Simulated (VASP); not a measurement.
# Te (P6/mmm) in VASP: density of states with PBE

Aim: the density of states of Te with PBE.

All numbers are computed with VASP 6.6.1; they aren't measurements. Logs are shortened: lines on timing, memory, paths and dates and some standing lists are left out, and cuts for length are marked.

## Step 1: The crystal as given

Symmetry: P6/mmm, No. 191, hexagonal system. The conventional cell has a = 5.541 Å, b = 5.541 Å, c = 3.275 Å, α = 90.00°, β = 90.00°, γ = 120.00°. Te (site symmetry 6/mmm) is surrounded by 14 Te at 3.27 to 3.59 Å. Te (site symmetry -6m2) has 11 Te at 3.20 to 3.59 Å as nearest neighbours.

This isn't the form of Te at room conditions, which is trigonal, of chains.

## Step 2: Density of states, PBE

The input, POSCAR:

```
Te
1.0
    5.5413086195      0.0000000000      0.0000000000
   -2.7706543097      4.7989140347      0.0000000000
    0.0000000000      0.0000000000      3.2749167862
Te
3
Direct
    0.0000000000      0.0000000000      0.0000000000
    0.3333333333      0.6666666667      0.5000000000
    0.6666666667      0.3333333333      0.5000000000
```

The input, INCAR.step1:

```
  PREC = Accurate
  ENCUT = 520
  EDIFF = 1E-7
  ISMEAR = -1
  SIGMA = 0.1
  LREAL = F
  LASPH = T
  NELM = 100
  ALGO = Normal
  ISIF = 2
  LWAVE = F
  LCHARG = T
  GGA = PE
  NBANDS = 16
```

The input, KPOINTS.step1:

```
Automatic mesh
0
Gamma
  7 7 9
```

The input, INCAR.step2:

```
  PREC = Accurate
  ENCUT = 520
  EDIFF = 1E-7
  ISMEAR = -5
  SIGMA = 0.1
  LREAL = F
  LASPH = T
  NELM = 100
  ALGO = Normal
  ISIF = 2
  LWAVE = F
  LCHARG = F
  GGA = PE
  LORBIT = 10
  NBANDS = 16
  NEDOS = 2001
  ICHARG = 11
```

The input, KPOINTS.step2:

```
Automatic mesh
0
Gamma
  11 11 14
```

Potentials or basis: VASP PAW PBE potentials, release 64 (Te).

The run is started by

```
> cat potpaw_PBE.64/Te/POTCAR > POTCAR
> cp INCAR.step1 INCAR
> cp KPOINTS.step1 KPOINTS
> mpirun -np 1 vasp_std > vasp.out
> cp INCAR.step2 INCAR
> cp KPOINTS.step2 KPOINTS
> mpirun -np 1 vasp_std > vasp.out
```

OUTCAR:

```text
PREC = Accurate
   ENCUT = 520
   EDIFF = 1E-7
   ISMEAR = -5
   LREAL = F
   LASPH = T
   NELM = 100
   ISIF = 2
   GGA = PE
   LORBIT = 10
   ICHARG = 11

 ion  position               nearest neighbor table
   1  0.000  0.000  0.000-   2 3.59   3 3.59   2 3.59   3 3.59   2 3.59   2 3.59   3 3.59   3 3.59
                             3 3.59   3 3.59   2 3.59   2 3.59
   2  0.333  0.667  0.500-   3 3.20   3 3.20   3 3.20   1 3.59   1 3.59   1 3.59   1 3.59   1 3.59
                             1 3.59
   3  0.667  0.333  0.500-   2 3.20   2 3.20   2 3.20   1 3.59   1 3.59   1 3.59   1 3.59   1 3.59
                             1 3.59

  LATTYP: Found a hexagonal cell.
 ALAT       =     5.5413086195
 C/A-ratio  =     0.5910006121

  Lattice vectors:

 A1 = (   5.5413086195,   0.0000000000,   0.0000000000)
 A2 = (  -2.7706543097,   4.7989140347,   0.0000000000)
 A3 = (   0.0000000000,   0.0000000000,   3.2749167862)

Analysis of symmetry for initial positions (statically):
=====================================================================
 Subroutine PRICEL returns:
 Original cell was already a primitive cell.

 Routine SETGRP: Setting up the symmetry group for a
 hexagonal supercell.

 Subroutine GETGRP returns: Found 24 space group operations
 (whereof 24 operations were pure point group operations)
 out of a pool of 24 trial point group operations.

The static configuration has the point symmetry D_6h.

Analysis of symmetry for dynamics (positions and initial velocities):
=====================================================================
 Subroutine PRICEL returns:
 Original cell was already a primitive cell.

 Routine SETGRP: Setting up the symmetry group for a
 hexagonal supercell.

 Subroutine GETGRP returns: Found 24 space group operations
 (whereof 24 operations were pure point group operations)
 out of a pool of 24 trial point group operations.

The dynamic configuration has the point symmetry D_6h.

 Subroutine INISYM returns: Found 24 space group operations
 (whereof 24 operations are pure point group operations),
 and found     1 'primitive' translations

----------------------------------------------------------------------------------------

                                     Primitive cell

  volume of cell :      87.0875

[... 99 lines left out ...]
   ISYM   =      2    0-nonsym 1-usesym 2-fastsym
   POTIM  = 0.5000    time-step for ionic-motion
   TEBEG  =    0.0;   TEEND  =   0.0 temperature during run
   PSTRESS=    0.0 pullay stress
   NELECT =      18.0000    total number of electrons
   NUPDOWN=      -1.0000    fix difference up-down
   EMIN   =  10.00;   EMAX   =-10.00  energy-range for DOS
   EFERMI =   0.00;   METHOD = LEGACY
   ISMEAR =    -5;   SIGMA  =   0.10  broadening in eV -4-tet -1-fermi 0-gaus
   EFERMI_NEDOS =   21; number of points for ismear=-14 and -15
   IALGO  =     38    algorithm
   IMIX   =      4    mixing-type and parameters
     AMIX     =   0.40;   BMIX     =  1.00
     AMIX_MAG =   1.60;   BMIX_MAG =  1.00
  volume/ion in A,a.u.               =      29.03       195.90
  Fermi-wavevector in a.u.,A,eV,Ry     =   0.967937  1.829136 12.747329  0.936902
  Thomas-Fermi vector in A             =   2.097865
   LORBIT       =     10    0 simple, 1 ext, 2 COOP (PROOUT), +10 PAW based schemes
   GGA     = PE    functional components
   LHFCALC =     F    Hartree Fock is set to
   AEXX    =    0.0000 exact exchange contribution
   IVDW    =     0    specifies the selected vdW correction
   LEPSILON=     F    determine dielectric tensor
   LRPA    =     F    only Hartree local field effects (RPA)
 non-spin polarized calculation
 Fermi weights with tetrahedron method with Bloechl corrections
  energy-cutoff  :      520.00
  volume of cell :       87.09
 maximum number of plane-waves:      2382
 NGX is ok and might be reduce to    42

 number of electron      18.0000000 magnetization

 Free energy of the ion-electron system (eV)
  ---------------------------------------------------
  ext. energy  EPLUGINS =         0.00000000
  ---------------------------------------------------
  free energy    TOTEN  =        -8.40754676 eV

  energy without entropy =       -8.40754676  energy(sigma->0) =       -8.40754676

 E-fermi :   7.6304     XC(G=0):  -9.9803

 val. band max:        7.7820229349   @ k =   0.2727  -0.0000   0.0714
 cond. band min:       7.5572701028   @ k =   0.2727   0.2727   0.5000
 fundamental gap:     -0.2247528321
 Fermi energy:         7.6304142638

 k-point     1 :       0.0000    0.0000    0.0000
  band No.  band energies     occupation
      1      -6.1969      2.00000
      2      -2.8571      2.00000
      3      -2.8343      2.00000
      4       3.0799      2.00000
      5       3.0799      2.00000
      6       3.5331      2.00000
[... 433 lines left out ...]
      3      -3.1448      2.00000
      4       2.3836      2.00000
      5       2.9108      2.00000
      6       5.3242      2.00000
[... 8 lines left out ...]
     15      15.8117      0.00000
     16      16.0856      0.00000

 [... further k-points ...]

------------------------ aborting loop because EDIFF is reached ----------------------------------------

  FORCE on cell =-STRESS in cart. coord.  units (eV):
  Direction    XX          YY          ZZ          XY          YZ          ZX
  --------------------------------------------------------------------------------------
  -------------------------------------------------------------------------------------
  Total        0.1753632      0.1753632     -0.7055471      0.0000000     -0.0000000      0.0000000
  in kB        3.2262165      3.2262165    -12.9801888      0.0000000     -0.0000000      0.0000000
  external PRESSURE =      -2.1759186 kB  Pullay stress =       0.0000000 kB

 VOLUME and BASIS-vectors are now :
 -----------------------------------------------------------------------------
  energy-cutoff  :      520.00
  volume of cell :       87.09
      direct lattice vectors                 reciprocal lattice vectors
     5.541308619  0.000000000  0.000000000     0.180462788  0.104190239  0.000000000
    -2.770654310  4.798914035  0.000000000     0.000000000  0.208380478  0.000000000
     0.000000000  0.000000000  3.274916786     0.000000000  0.000000000  0.305351270

 POSITION                                       TOTAL-FORCE (eV/Angst)
 -----------------------------------------------------------------------------------
      0.00000      0.00000      0.00000         0.000000      0.000000      0.000000
     -0.00000      3.19928      1.63746         0.000000      0.000000      0.000000
      2.77065      1.59964      1.63746        -0.000000      0.000000      0.000000
 -----------------------------------------------------------------------------------
    total drift:                               -0.000000      0.000000     -0.000000

  FREE ENERGIE OF THE ION-ELECTRON SYSTEM (eV)
  ---------------------------------------------------
  free  energy   TOTEN  =        -8.4075467647 eV

  energy  without entropy=       -8.4075467647  energy(sigma->0) =       -8.40754676

 total charge

# of ion       s       p       d       tot
------------------------------------------
    1        1.435   1.795   0.035   3.266
    2        1.449   1.712   0.050   3.211
    3        1.449   1.712   0.050   3.211
--------------------------------------------------
tot          4.333   5.220   0.135   9.688
```

OSZICAR.step1:

```text
N       E                     dE             d eps       ncg     rms          rms(c)
DAV:   1     0.657897206708E+02    0.65790E+02   -0.65505E+03  1280   0.902E+02
DAV:   2    -0.496118436488E+01   -0.70751E+02   -0.67837E+02  1768   0.136E+02
DAV:   3    -0.843162343385E+01   -0.34704E+01   -0.34526E+01  1608   0.323E+01
DAV:   4    -0.847393285738E+01   -0.42309E-01   -0.42306E-01  1712   0.433E+00
DAV:   5    -0.847491769791E+01   -0.98484E-03   -0.98484E-03  1648   0.635E-01    0.114E+01
DAV:   6    -0.844559441486E+01    0.29323E-01   -0.96786E-02  1512   0.144E+00    0.709E+00
DAV:   7    -0.844633269620E+01   -0.73828E-03   -0.37907E-02  1512   0.107E+00    0.129E+00
DAV:   8    -0.844605945624E+01    0.27324E-03   -0.40319E-03  1592   0.371E-01    0.326E-01
DAV:   9    -0.844597518668E+01    0.84270E-04   -0.49208E-04  1616   0.116E-01    0.177E-01
DAV:  10    -0.844593969939E+01    0.35487E-04   -0.17083E-04  1480   0.593E-02    0.110E-01
DAV:  11    -0.844593760144E+01    0.20980E-05   -0.23739E-05  1432   0.245E-02    0.311E-02
DAV:  12    -0.844593595919E+01    0.16423E-05   -0.15403E-06  1712   0.765E-03    0.467E-03
DAV:  13    -0.844593598389E+01   -0.24708E-07   -0.22138E-07  1432   0.266E-03
   1 F= -.84459360E+01 E0= -.84053543E+01  d E =-.811633E-01
```

It took 72 s on 1 thread of Intel Xeon 6975P-C (Granite Rapids), shared host; peak memory 0.28 GiB.

Results:

| Quantity | Value |
| --- | --- |
| Valence electrons inside the program's atomic spheres | Te 3.27, 3.21 |

States per cell in windows of 0.5 eV (zero at the Fermi level; states under -8 eV left out):
| from (eV) | total | Te2_p | Te3_p | Te1_p | Te2_d | Te3_d | Te1_d |
| --- | --- | --- | --- | --- | --- | --- | --- |
| -8.0 | 0.00 | 0.00 | 0.00 | 0.00 | 0.00 | 0.00 | 0.00 |
| -7.5 | 0.00 | 0.00 | 0.00 | 0.00 | 0.00 | 0.00 | 0.00 |
| -7.0 | 0.00 | 0.00 | 0.00 | 0.00 | 0.00 | 0.00 | 0.00 |
| -6.5 | 0.00 | 0.00 | 0.00 | 0.00 | 0.00 | 0.00 | 0.00 |
| -6.0 | 0.17 | 0.02 | 0.02 | 0.02 | 0.00 | 0.00 | 0.00 |
| -5.5 | 0.90 | 0.12 | 0.12 | 0.09 | 0.00 | 0.00 | 0.00 |
| -5.0 | 1.34 | 0.19 | 0.19 | 0.14 | 0.00 | 0.00 | 0.00 |
| -4.5 | 0.96 | 0.14 | 0.14 | 0.10 | 0.00 | 0.00 | 0.00 |
| -4.0 | 0.96 | 0.14 | 0.14 | 0.10 | 0.00 | 0.00 | 0.00 |
| -3.5 | 1.13 | 0.18 | 0.18 | 0.10 | 0.00 | 0.00 | 0.00 |
| -3.0 | 0.94 | 0.14 | 0.14 | 0.12 | 0.00 | 0.00 | 0.00 |
| -2.5 | 0.87 | 0.12 | 0.12 | 0.13 | 0.00 | 0.00 | 0.00 |
| -2.0 | 1.11 | 0.15 | 0.15 | 0.20 | 0.01 | 0.01 | 0.00 |
| -1.5 | 1.20 | 0.15 | 0.15 | 0.26 | 0.01 | 0.01 | 0.00 |
| -1.0 | 1.07 | 0.14 | 0.14 | 0.23 | 0.01 | 0.01 | 0.00 |
| -0.5 | 1.35 | 0.19 | 0.19 | 0.29 | 0.01 | 0.01 | 0.01 |
| 0.0 | 1.01 | 0.16 | 0.16 | 0.20 | 0.01 | 0.01 | 0.01 |
| 0.5 | 1.70 | 0.33 | 0.33 | 0.27 | 0.01 | 0.01 | 0.01 |
| 1.0 | 1.49 | 0.32 | 0.32 | 0.21 | 0.01 | 0.01 | 0.01 |
| 1.5 | 0.92 | 0.21 | 0.21 | 0.14 | 0.00 | 0.00 | 0.00 |
| 2.0 | 0.61 | 0.13 | 0.13 | 0.13 | 0.00 | 0.00 | 0.00 |
| 2.5 | 0.23 | 0.04 | 0.04 | 0.07 | 0.00 | 0.00 | 0.00 |
| 3.0 | 0.02 | 0.00 | 0.00 | 0.00 | 0.00 | 0.00 | 0.00 |
| 3.5 | 0.09 | 0.00 | 0.00 | 0.00 | 0.01 | 0.01 | 0.00 |
| 4.0 | 0.25 | 0.00 | 0.00 | 0.01 | 0.02 | 0.02 | 0.01 |
| 4.5 | 0.47 | 0.01 | 0.01 | 0.02 | 0.03 | 0.03 | 0.02 |
| 5.0 | 0.40 | 0.01 | 0.01 | 0.01 | 0.03 | 0.03 | 0.02 |
| 5.5 | 0.77 | 0.02 | 0.02 | 0.01 | 0.06 | 0.06 | 0.04 |
| 6.0 | 1.14 | 0.03 | 0.03 | 0.02 | 0.09 | 0.09 | 0.08 |
| 6.5 | 1.55 | 0.04 | 0.04 | 0.03 | 0.11 | 0.11 | 0.12 |
| 7.0 | 1.22 | 0.04 | 0.04 | 0.03 | 0.09 | 0.09 | 0.11 |
| 7.5 | 1.15 | 0.04 | 0.04 | 0.03 | 0.08 | 0.08 | 0.10 |

Caveat: tetrahedron occupations give inexact forces and stress in metals.
